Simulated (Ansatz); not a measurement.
# GaN (P6_3mc) in Ansatz: a series of runs

One crystal, GaN, is run at these levels: rPW86-PBE; tasks: single point, equation of state.

All numbers are computed with Ansatz 0.2.0; they aren't measurements. Logs are shortened: lines on timing, memory, paths and dates and some standing lists are left out, and cuts for length are marked.

### Step 1. The structure

Symmetry: P6_3mc, No. 186, hexagonal system. The conventional cell has a = 3.180 Å, b = 3.180 Å, c = 5.166 Å, α = 90.00°, β = 90.00°, γ = 120.00°. Ga (site symmetry 3m) is surrounded by 4 N at 1.94 to 1.95 Å. Around N (site symmetry 3m) lie 4 Ga at 1.94 to 1.95 Å.

### Step 2. Single point, rPW86-PBE, 10.63 Å³/atom (volume scaled by 0.94)

input.yaml reads:

```yaml
crystal:
  lattice:
    - [3.1150838257, 0.0, 0.0]
    - [-1.5575419129, 2.697741728, 0.0]
    - [0.0, 0.0, 5.0605418376]
  atoms:
    - { symbol: Ga, position: [0.6666666667, 0.3333333333, 0.5] }
    - { symbol: Ga, position: [0.3333333333, 0.6666666667, 0.0] }
    - { symbol: "N", position: [0.6666666667, 0.3333333333, 0.875] }
    - { symbol: "N", position: [0.3333333333, 0.6666666667, 0.375] }
hamiltonian:
  xc: { exchange: rpw86, correlation: pbe }
  pseudopotentials: { kind: paw }
kpoints:
  mp_grid: { grid: [10, 10, 5] }
scf:
  occupations: { method: fermi_dirac, width: 0.05 }
output:
  forces: true
  stress: true
  eigenvalues: true
  write_density: true
  write_potential: true
  elf: true
  volumetric_format: npy
```

Potentials or basis: Ansatz PAW.

The run is started by

```bash
$ ansatz run input.yaml --threads 2 --pin off --max-ram 5120MiB --backend cpu --events-out ev --progress --plain --runs-dir out
```

Log:

```text
Warning: RAYON_NUM_THREADS=2 ignored (pool sized by the plan → 2); use --threads N
Engine: ansatz 0.2.0, x86_64-unknown-linux-gnu
Pseudopotentials: kind: paw
Pseudopotential: Ga, paw, valence charge 13, recommended cutoff 420 eV (normal), Ga.paw.azcp
Pseudopotential: N, paw, valence charge 5, recommended cutoff 420 eV (normal), N.paw.azcp
Functional definition: unnamed
  exchange = rpw86_x
  correlation = pbe_c
Crystal: 4 atoms, lattice volume = 42.527 Å³
Basis set: ecut = 420 eV, 833 PW (Γ), exchange–correlation on 48×48×72 points (8 copies of the dense FFT grid, shifted against one another)
Bands: 22, of which v1, the nominal top of the filled ones, is band 18 counted from 1 (17 counted from 0)
Symmetry: 12 space group operations
Space group: P63mc (ITA 186), of the structure as read, at distance tolerance 3.5e-5 Å
k-points: 42 of 500 (time reversal used)
Non-local potential: Ga, projectors of the file, l = 0: 2, l = 1: 2, l = 2: 3, l = 3: 1
Non-local potential: N, projectors of the file, l = 0: 2, l = 1: 2, l = 2: 1
PAW form: soft (Blöchl's): semilocal exchange-correlation on the pseudo side does not see the compensation charge
PAW frozen core: Ga, regenerated for the run's functional, and the local potential with it (the file was generated under x = pbe(κ = 0.804, μ = 0.2195149727645171), c = pbe(β = 0.06672455060314922))
PAW frozen core: N, regenerated for the run's functional, and the local potential with it (the file was generated under x = pbe(κ = 0.804, μ = 0.2195149727645171), c = pbe(β = 0.06672455060314922))
PAW one-centre angular grid: Ga, 590 points (default); XC on 64 Gauss nodes
PAW one-centre angular grid: N, 110 points (default); XC on 64 Gauss nodes
Initial density: superposition of atomic densities (neutral atoms: chi_scale 0, normalization atom), corrected by the library's trained network
Initial wavefunctions: pseudopotential atomic-orbital guess
Functional: x = rpw86, c = pbe(β = 0.06672455060314922)
SCF iter   1: F=—  HF=-8405.279897 eV  |F-HF|=—  |Δ(HF+E_count)|=         —  Δρ=1.74e-2  dr2=1.03e-1  ethr=1.77e-3  ⟨swp⟩=5.1  Hψ=3741  notcnv=0
preconditioner: auto → Resta (q_TF=auto, 2.654 Å⁻¹)  ε∞=5.0  [insulator: Δε(μ)=2.503 eV  Ē_g=17.028 eV  σ=0.050 eV  W_gap=1.00  n_scr=22 (ndim 8)  ℏωp=34.2 eV  f_vac=0.004  D(μ)=0.00/eV (n_scr^D=0)  ε∞_Penn≈5.0]
SCF iter   2: F=—  HF=-8405.243198 eV  |F-HF|=—  |Δ(HF+E_count)|=   3.67e-2  Δρ=2.44e-3  dr2=3.00e-3  ethr=2.87e-4  ⟨swp⟩=2.1  Hψ=1993  notcnv=0
SCF iter   3: F=—  HF=-8405.241907 eV  |F-HF|=—  |Δ(HF+E_count)|=   1.29e-3  Δρ=1.58e-3  dr2=9.02e-4  ethr=8.35e-6  ⟨swp⟩=2.0  Hψ=1406  notcnv=0
SCF iter   4: F=—  HF=-8405.241745 eV  |F-HF|=—  |Δ(HF+E_count)|=   1.62e-4  Δρ=8.40e-4  dr2=3.53e-4  ethr=2.51e-6  ⟨swp⟩=2.0  Hψ=1346  notcnv=0
SCF iter   5: F=—  HF=-8405.241654 eV  |F-HF|=—  |Δ(HF+E_count)|=   9.08e-5  Δρ=1.72e-4  dr2=1.62e-5  ethr=9.80e-7  ⟨swp⟩=2.5  Hψ=1574  notcnv=0
SCF iter   6: F=—  HF=-8405.241482 eV  |F-HF|=—  |Δ(HF+E_count)|=   1.72e-4  Δρ=3.96e-5  dr2=4.67e-7  ethr=4.51e-8  ⟨swp⟩=2.0  Hψ=1663  notcnv=0
SCF iter   7: F=-8405.241483 eV  HF=-8405.241483 eV  |F-HF|=7.81e-9  |Δ(HF+E_count)|=   2.45e-7  Δρ=5.56e-6  dr2=9.29e-9  ethr=2.78e-10  ⟨swp⟩=9.0  Hψ=6621  notcnv=0
SCF 1 converged in 7 iterations: F = -8405.241483 eV  dr2 = 9.29e-9
SCF converged after 7 iterations
Free energy (F): -8405.241483 eV
Harris-Foulkes:  -8405.241483 eV  (|F-HF|=7.81e-9)
Internal energy: -8405.241483 eV  (E = F + TS)
E sigma→0 (E₀):  -8405.241483 eV
Fermi energy:    12.174947 eV
--- Per-component energies (eV) ---
  E_band       = 29.323301
  E_kinetic    = 503.384558
  E_local      = -3784.368892  (includes V_loc(G=0)·N_el)
  E_nonlocal   = 943.040204
  E_hartree    = 1757.856456
  E_xc         = -263.185776
  E_vxc        = -272.090466  (∫ρ·V_xc dr)
  E_paw        = -4309.868077  (= ΣΔE_a)
  E_vpaw       = -876.353803  (= ΣTr[D̂ρ^β])
  E_aug_tail   = -0.000112  (compensation charges beyond the density's cutoff)
  E_ewald      = -3250.175457
  E_core_change = -1.924387  (= ΣΔE_core)
  E_smearing   = -0.000000  (= −TS)
  E_closure    = 0.000000  (closes the sum)
  Σ components = -8405.241483   (vs F -8405.241483, Δ=0.00e0)
--- Forces (eV/Å), atoms counted from 1 ---
  atom   1  Ga     0.00000000     0.00000000    -0.14862622
  atom   2  Ga    -0.00000000    -0.00000000    -0.14862622
  atom   3  N      0.00000000     0.00000000     0.14858566
  atom   4  N     -0.00000000    -0.00000000     0.14858566
  max |Σ_I F_I| component: 8.11e-5 eV/Å
--- Stress (GPa, compression-positive) ---
       27.242517       0.000000       0.000000
        0.000000      27.242517       0.000000
        0.000000      -0.000000      30.450866
  P = ⅓ Tr σ = 28.3120 GPa (283.120 kbar)
--- Band table (eV; the first three rows and the last of 42) ---
  k-point 0: bands = ["-5.6384", "-4.5362", "-2.6694", "-2.6446", "-2.6446", "-2.5670", "-2.5670", "-2.3371", "-2.3371", "-2.2172", "-2.2172", "-0.9379", "3.4268", "9.8012", "9.8012", "10.8709", "10.9366", "10.9366", "13.3447", "15.6484", "20.5973", "21.2415"]
  k-point 1: bands = ["-5.5090", "-4.5984", "-2.6418", "-2.6418", "-2.6396", "-2.5787", "-2.5787", "-2.3214", "-2.3214", "-2.2247", "-2.2247", "-1.3900", "4.2374", "9.8348", "9.9049", "9.9049", "10.8236", "10.8236", "14.1744", "15.7231", "20.3243", "21.2916"]
  k-point 2: bands = ["-5.1779", "-4.8167", "-2.6294", "-2.6294", "-2.6050", "-2.6050", "-2.4942", "-2.2850", "-2.2850", "-2.2483", "-2.2483", "-2.0874", "5.9882", "7.9791", "10.1809", "10.1809", "10.5319", "10.5319", "15.2910", "15.7782", "19.8753", "20.1295"]
  k-point 41: bands = ["-4.3556", "-4.3328", "-2.5374", "-2.5117", "-2.4942", "-2.4301", "-2.3270", "-2.3255", "-2.2797", "-2.2681", "-0.6047", "-0.4675", "4.4440", "4.5918", "6.2464", "7.0375", "8.9958", "9.3048", "17.5694", "17.7089", "18.6628", "19.1261"]
```

rho_z.tsv:

```text
# z_ang	rho[e/angstrom^3]
# format = ansatz-planar-average/11
# lattice	3.115083826	0.000000000	0.000000000
# lattice	-1.557541913	2.697741728	0.000000000
# lattice	0.000000000	0.000000000	5.060541838
# sites	4
# site	31	1.557541913	0.899247243	2.530270919
# site	31	-0.000000000	1.798494485	0.000000000
# site	7	1.557541913	0.899247243	4.427974108
# site	7	-0.000000000	1.798494485	1.897703189
0.000000	2.291544e0
0.140571	1.861100e0
0.281141	1.120132e0
0.421712	5.775794e-1
0.562282	3.208438e-1
0.702853	2.212383e-1
[... 28 lines left out ...]
4.779401	1.495092e0
4.919971	2.052875e0
```

Run time: 2.1 s. Hardware: 2 threads of Intel Xeon Platinum 8559C (Emerald Rapids), shared host; peak memory 0.48 GiB.

What came out:

```
Free energy            : -8405.2415 eV
Pressure               : 28.3 GPa
Largest force          : 0.149 eV/Å
Band gap on the k mesh : 2.41 eV, direct
```

Caveat: odd divisions of the mesh miss points on the zone boundary, where band edges often lie, so the gap on the mesh can be too wide; the pressure holds a Pulay correction of +0.6 GPa for the finite cutoff; the PAW data sets come from PBE, with cores solved anew for the run's functional, which leaves a small shift of forces and pressure.

### Step 3. Single point, rPW86-PBE, 10.86 Å³/atom (volume scaled by 0.96)

input.yaml, as its differences from that of step 2:

```diff
@@ -2,5 +2,5 @@
   lattice:
-    - [3.1150838257, 0.0, 0.0]
-    - [-1.5575419129, 2.697741728, 0.0]
-    - [0.0, 0.0, 5.0605418376]
+    - [3.1370217585, 0.0, 0.0]
+    - [-1.5685108793, 2.7167405351, 0.0]
+    - [0.0, 0.0, 5.0961806304]
   atoms:
@@ -21,5 +21 @@
   eigenvalues: true
-  write_density: true
-  write_potential: true
-  elf: true
-  volumetric_format: npy
```

Potentials or basis: Ansatz PAW.

The run is started by

```bash
$ ansatz run input.yaml --threads 2 --pin off --max-ram 5120MiB --backend cpu --events-out ev --progress --plain --runs-dir out
```

Wall time 1.5 s (2 threads of Intel Xeon Platinum 8559C (Emerald Rapids), shared host); peak memory 0.48 GiB.

The run converged. Its results:

```yaml
Free_energy: -8405.3854 eV
Pressure: 22.7 GPa
Largest_force: 0.142 eV/Å
Band_gap_on_the_k_mesh: 2.26 eV, direct
```

Caveat: odd divisions of the mesh miss points on the zone boundary, where band edges often lie, so the gap on the mesh can be too wide; the pressure holds a Pulay correction of +0.6 GPa for the finite cutoff; the PAW data sets come from PBE, with cores solved anew for the run's functional, which leaves a small shift of forces and pressure.

### Step 4. Single point, rPW86-PBE, 11.08 Å³/atom (volume scaled by 0.98)

input.yaml, as its differences from that of step 3:

```diff
@@ -2,5 +2,5 @@
   lattice:
-    - [3.1370217585, 0.0, 0.0]
-    - [-1.5685108793, 2.7167405351, 0.0]
-    - [0.0, 0.0, 5.0961806304]
+    - [3.158657075, 0.0, 0.0]
+    - [-1.5793285375, 2.7354772688, 0.0]
+    - [0.0, 0.0, 5.1313278144]
   atoms:
@@ -21 +21,5 @@
   eigenvalues: true
+  write_density: true
+  write_potential: true
+  elf: true
+  volumetric_format: npy
```

The run is started by

```bash
$ ansatz run input.yaml --threads 2 --pin off --max-ram 5120MiB --backend cpu --events-out ev --progress --plain --runs-dir out
```

Run time: 1.9 s. Hardware: 2 threads of Intel Xeon Platinum 8559C (Emerald Rapids), shared host; peak memory 0.49 GiB.

It converged, with:

```
Free energy            : -8405.4992 eV
Pressure               : 17.7 GPa
Largest force          : 0.136 eV/Å
Band gap on the k mesh : 2.11 eV, direct
```

Caveat: odd divisions of the mesh miss points on the zone boundary, where band edges often lie, so the gap on the mesh can be too wide; the pressure holds a Pulay correction of +0.6 GPa for the finite cutoff; the PAW data sets come from PBE, with cores solved anew for the run's functional, which leaves a small shift of forces and pressure.

### Step 5. Single point, rPW86-PBE, 11.31 Å³/atom

input.yaml, as its differences from that of step 4:

```diff
@@ -2,5 +2,5 @@
   lattice:
-    - [3.158657075, 0.0, 0.0]
-    - [-1.5793285375, 2.7354772688, 0.0]
-    - [0.0, 0.0, 5.1313278144]
+    - [3.18, 0.0, 0.0]
+    - [-1.59, 2.753960784, 0.0]
+    - [0.0, 0.0, 5.166]
   atoms:
@@ -21,5 +21 @@
   eigenvalues: true
-  write_density: true
-  write_potential: true
-  elf: true
-  volumetric_format: npy
```

The run is started by

```bash
$ ansatz run input.yaml --threads 2 --pin off --max-ram 5120MiB --backend cpu --events-out ev --progress --plain --runs-dir out
```

Run time: 1.6 s. Hardware: 2 threads of Intel Xeon Platinum 8559C (Emerald Rapids), shared host; peak memory 0.48 GiB.

Results (log left out):

```yaml
Free_energy: -8405.5863 eV
Pressure: 13.2 GPa
Largest_force: 0.130 eV/Å
Band_gap_on_the_k_mesh: 1.97 eV, direct
```

Caveat: odd divisions of the mesh miss points on the zone boundary, where band edges often lie, so the gap on the mesh can be too wide; the pressure holds a Pulay correction of +0.6 GPa for the finite cutoff; the PAW data sets come from PBE, with cores solved anew for the run's functional, which leaves a small shift of forces and pressure.

### Step 6. Single point, rPW86-PBE, 11.54 Å³/atom (volume scaled by 1.02)

input.yaml, as its differences from that of step 5:

```diff
@@ -2,5 +2,5 @@
   lattice:
-    - [3.18, 0.0, 0.0]
-    - [-1.59, 2.753960784, 0.0]
-    - [0.0, 0.0, 5.166]
+    - [3.2010602164, 0.0, 0.0]
+    - [-1.6005301082, 2.7721994664, 0.0]
+    - [0.0, 0.0, 5.2002129176]
   atoms:
```

Potentials or basis: Ansatz PAW.

The run is started by

```bash
$ ansatz run input.yaml --threads 2 --pin off --max-ram 5120MiB --backend cpu --events-out ev --progress --plain --runs-dir out
```

Run time: 1.6 s. Hardware: 2 threads of Intel Xeon Platinum 8559C (Emerald Rapids), shared host; peak memory 0.48 GiB.

It converged, with:

```
Free energy            : -8405.6488 eV
Pressure               : 9.1 GPa
Largest force          : 0.124 eV/Å
Band gap on the k mesh : 1.83 eV, direct
```

Caveat: odd divisions of the mesh miss points on the zone boundary, where band edges often lie, so the gap on the mesh can be too wide; the pressure holds a Pulay correction of +0.5 GPa for the finite cutoff; the PAW data sets come from PBE, with cores solved anew for the run's functional, which leaves a small shift of forces and pressure.

### Step 7. Single point, rPW86-PBE, 11.76 Å³/atom (volume scaled by 1.04)

input.yaml, as its differences from that of step 6:

```diff
@@ -2,5 +2,5 @@
   lattice:
-    - [3.2010602164, 0.0, 0.0]
-    - [-1.6005301082, 2.7721994664, 0.0]
-    - [0.0, 0.0, 5.2002129176]
+    - [3.2218469041, 0.0, 0.0]
+    - [-1.6109234521, 2.7902012661, 0.0]
+    - [0.0, 0.0, 5.2339814801]
   atoms:
```

The run is started by

```bash
$ ansatz run input.yaml --threads 2 --pin off --max-ram 5120MiB --backend cpu --events-out ev --progress --plain --runs-dir out
```

Wall time 1.9 s (2 threads of Intel Xeon Platinum 8559C (Emerald Rapids), shared host); peak memory 0.48 GiB.

Results (log left out):

| Quantity | Value |
| --- | --- |
| Free energy | -8405.6894 eV |
| Pressure | 5.4 GPa |
| Largest force | 0.119 eV/Å |
| Band gap on the k mesh | 1.70 eV, direct |

Caveat: odd divisions of the mesh miss points on the zone boundary, where band edges often lie, so the gap on the mesh can be too wide; the pressure holds a Pulay correction of +0.5 GPa for the finite cutoff; the PAW data sets come from PBE, with cores solved anew for the run's functional, which leaves a small shift of forces and pressure.

### Step 8. Single point, rPW86-PBE, 11.99 Å³/atom (volume scaled by 1.06)

input.yaml, as its differences from that of step 7:

```diff
@@ -2,5 +2,5 @@
   lattice:
-    - [3.2218469041, 0.0, 0.0]
-    - [-1.6109234521, 2.7902012661, 0.0]
-    - [0.0, 0.0, 5.2339814801]
+    - [3.2423687753, 0.0, 0.0]
+    - [-1.6211843877, 2.8079737278, 0.0]
+    - [0.0, 0.0, 5.2673198406]
   atoms:
```

The run is started by

```bash
$ ansatz run input.yaml --threads 2 --pin off --max-ram 5120MiB --backend cpu --events-out ev --progress --plain --runs-dir out
```

Wall time 1.6 s (2 threads of Intel Xeon Platinum 8559C (Emerald Rapids), shared host); peak memory 0.48 GiB.

It converged, with:

```yaml
Free_energy: -8405.7102 eV
Pressure: 2.0 GPa
Largest_force: 0.114 eV/Å
Band_gap_on_the_k_mesh: 1.56 eV, direct
```

Caveat: odd divisions of the mesh miss points on the zone boundary, where band edges often lie, so the gap on the mesh can be too wide; the pressure holds a Pulay correction of +0.5 GPa for the finite cutoff; the PAW data sets come from PBE, with cores solved anew for the run's functional, which leaves a small shift of forces and pressure.

### Step 9. Equation of state, rPW86-PBE

Potentials or basis: Ansatz PAW.

This step only gathers the single runs of the series.

Results:

* Equilibrium volume: 12.14 Å³/atom (rough: see the caveat)
* Bulk modulus at fixed shape and positions: 159 GPa (rough)

Energy against volume, from the lowest point:
| volume (Å³/atom) | energy (meV/atom) |
| --- | --- |
| 10.632 | 117.17 |
| 10.858 | 81.20 |
| 11.084 | 52.73 |
| 11.310 | 30.97 |
| 11.537 | 15.34 |
| 11.763 | 5.20 |
| 11.989 | 0.00 |

Caveat: the potentials were made for another functional, which shifts forces and pressure; the minimum lies outside the volumes run; the cell was scaled at fixed shape and fractional positions, which overstates the stiffness of a crystal with free parameters, most of all of layers and chains.
